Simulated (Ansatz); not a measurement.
# Ni (Nickel): the cost of one run

Program: Ansatz 0.2.0. Level of theory: DFT PBE, scalar-relativistic, plane waves, PAW. These are calculated values, not measurements.

**1. The structure to begin with**

It takes space group Fm-3m (No. 225, cubic). Conventional cell: a = 3.518 Å, b = 3.518 Å, c = 3.518 Å, α = 90.00°, β = 90.00°, γ = 90.00°. Ni (site symmetry m-3m) has 12 Ni at 2.49 Å as nearest neighbours.

Structure file:

```
Ni
1.0
     0.00000    1.75924    1.75924
     1.75924    0.00000    1.75924
     1.75924    1.75924    0.00000
Ni
1
Cartesian
  0.0000 0.0000 0.0000
```

It is the result of an earlier relaxation at this level (volume 10.89 Å³/atom; gap on the mesh: none (metal), site moments up to 0.7 μB).

**2. The bulk in the cell of the plane**

Contents of input.yaml:

```yaml
crystal:
  lattice:
    - [2.487938109, 0.0, 0.0]
    - [-1.2439690545, 2.1546176054, 0.0]
    - [1.2439690545, 0.7182058685, 2.0313929595]
  atoms:
    - { symbol: Ni, position: [0.0, 0.0, 0.0], spin: 0.75 }
basis:
  ecutwfc: 420
kpoints:
  mp_grid: { grid: [15, 15, 17] }
hamiltonian:
  xc: pbe
scf:
  occupations: { method: gaussian, width: 0.1 }
output:
  forces: true
  stress: true
  eigenvalues: true
  populations: true
magnetization:
  spin_polarized: true
```

Started as:

```bash
ansatz run input.yaml --threads 1 --pin off --max-ram 2560MiB --backend cpu --events-out ev --progress --plain --runs-dir out
```

What time and memory should one allow on 1 thread of Intel Xeon 6975P-C (Granite Rapids), shared host?

About 20 s, with a peak of 0.57 GiB.
